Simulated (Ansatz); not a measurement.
The system is Ni.

```xyz
1
Lattice="0.0000 1.7376 1.7376 1.7376 0.0000 1.7376 1.7376 1.7376 0.0000" Properties=species:S:1:pos:R:3 pbc="T T T"
Ni    0.0000    0.0000    0.0000
```

| Quantity | Value |
| --- | --- |
| Program | Ansatz 0.2.0 |
| Task | single point |
| Functional | PBEsol |
| Potentials or basis | all-electron LAPW, scalar-relativistic |
| Cutoff | 320 eV (chosen from the basis error) |
| Basis error allowed | 0.001 eV/atom |
| k mesh | 13 × 13 × 13 |
| Occupations | fermi-dirac, width 0.05 eV |
| Spin | collinear spin, ferromagnetic start |
| Starting moments | [1.0] μB |

On this cell: pressure -2.4 GPa; net moment 0.63 μB per cell; site moments Ni +0.65 μB; band gap on the k mesh none (metal or under the smearing width).

The same run follows on a disturbed copy (cell strained at random at fixed volume):

```
Ni
1.0
     0.01655    1.75725    1.76824
     1.71912    0.01633    1.76846
     1.71447    1.75283    0.02098
Ni
1
Direct
  0.00651 0.01144 0.96710
```

Q: What does the disturbed cell give?

A: The energy (extrapolated to zero smearing) moves by +3.3 meV/atom; pressure -2.3 GPa; net moment 0.63 μB per cell; site moments Ni +0.65 μB; band gap on the k mesh none (metal or under the smearing width).

Stress tensor (GPa, compression positive):
```
-0.32 -1.09 -1.86
-1.09 -2.83 -1.55
-1.86 -1.55 -3.73
```
